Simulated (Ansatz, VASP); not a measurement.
# One calculation of C, two programs

File INCAR:

```
ALGO = Normal ; EDIFF = 1E-6
ENCUT = 520 ; ISIF = 2
ISMEAR = 0 ; LASPH = T
LCHARG = F ; LREAL = F
LWAVE = F ; NBANDS = 11
NELM = 80 ; PREC = Accurate
SIGMA = 0.05
```

The input KPOINTS:

```
k-points
0
Gamma
  12 12 12
```

The input POSCAR:

```
C
1.0
    0.0000000000      1.8337262702      1.8337262702
    1.8337262702      0.0000000000      1.8337262702
    1.8337262702      1.8337262702      0.0000000000
C
2
Direct
    0.5000000000      0.5000000000      0.5000000000
    0.7500000000      0.7500000000      0.7500000000
```

Input for Ansatz:

```yaml
crystal:
  lattice:
    - [0.0, 1.8337262702, 1.8337262702]
    - [1.8337262702, 0.0, 1.8337262702]
    - [1.8337262702, 1.8337262702, 0.0]
  atoms:
    - { symbol: C, position: [0.5, 0.5, 0.5] }
    - { symbol: C, position: [0.75, 0.75, 0.75] }
basis:
  ecutwfc: 520.0
kpoints:
  mp_grid: { grid: [12, 12, 12] }
hamiltonian:
  xc: lda
  pseudopotentials: { kind: paw, azcp: { folder: soft_1 } }
scf:
  occupations: { method: gaussian, width: 0.05 }
output:
  forces: true
  stress: true
  eigenvalues: true
```

Alike in both runs: task single point; functional LDA; k mesh 12 × 12 × 12; occupations gaussian, width 0.05 eV; no spin polarisation.

```csv
,VASP,Ansatz
version,VASP 6.6.1,Ansatz 0.2.0
potentials or method,"VASP PAW LDA potentials, release 64 (C)","scalar-relativistic, plane waves, PAW"
plane-wave cutoff (eV),520,520
valence electrons in the cell,8,8
```

|  | VASP | Ansatz | Ansatz less VASP |
| --- | --- | --- | --- |
| gap on the k mesh at the Fermi level (eV) | 3.92 | 3.93 | +0.007 |
| least direct gap on the mesh (eV) | 5.31 | 5.31 | 0.000 |

Ansatz warned: «pseudo_functional_mismatch».
